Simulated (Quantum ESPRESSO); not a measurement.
## MnO in Quantum ESPRESSO: the effect of functional

Crystal: MnO.

```xyz
2
Lattice="0.0000 2.2239 2.2239 2.2239 0.0000 2.2239 2.2239 2.2239 0.0000" Properties=species:S:1:pos:R:3 pbc="T T T"
Mn    0.0000    0.0000    0.0000
O     2.2239    2.2239    2.2239
```

The cell is a database's computed one.

Alike in all runs:

| Quantity | Value |
| --- | --- |
| Program | Quantum ESPRESSO 7.5 |
| Task | phonon dispersion |
| Cutoff | 1306 eV |
| Density cutoff | 5225 eV |
| k mesh | 4 × 4 × 4, shifted |
| Occupations | fermi-dirac, width 0.05 eV |
| Spin | collinear spin, ferromagnetic start |
| Starting moments | [4.0, 0.0] μB |

Each run relaxes the cell or the atoms first.

Problem. One run gave: relaxed volume 11.11 Å³/atom; moment 4.88 μB; highest phonon frequency 415 cm⁻¹. Which functional did it use?
A. PBEsol
B. LDA
C. PBE

Solution. C.

```csv
functional,potentials or basis,relaxed volume (Å³/atom),moment (μB),highest phonon frequency (cm⁻¹)
LDA,PseudoDojo 0.4.1 SR LDA standard,9.11,3.75,460
PBE,PseudoDojo 0.4.1 SR PBE standard,11.11,4.88,415
PBEsol,PseudoDojo 0.4.1 SR PBEsol standard,10.32,4.63,397
```

Caveats: all runs use coarse meshes; the mesh is thin for the phonons of a metal; a cell with one magnetic atom can't hold antiferromagnetic order, which such compounds often take; some modes are imaginary (some runs); the volume moved by over 15 % at a fixed basis, so the end points are rough (some runs).
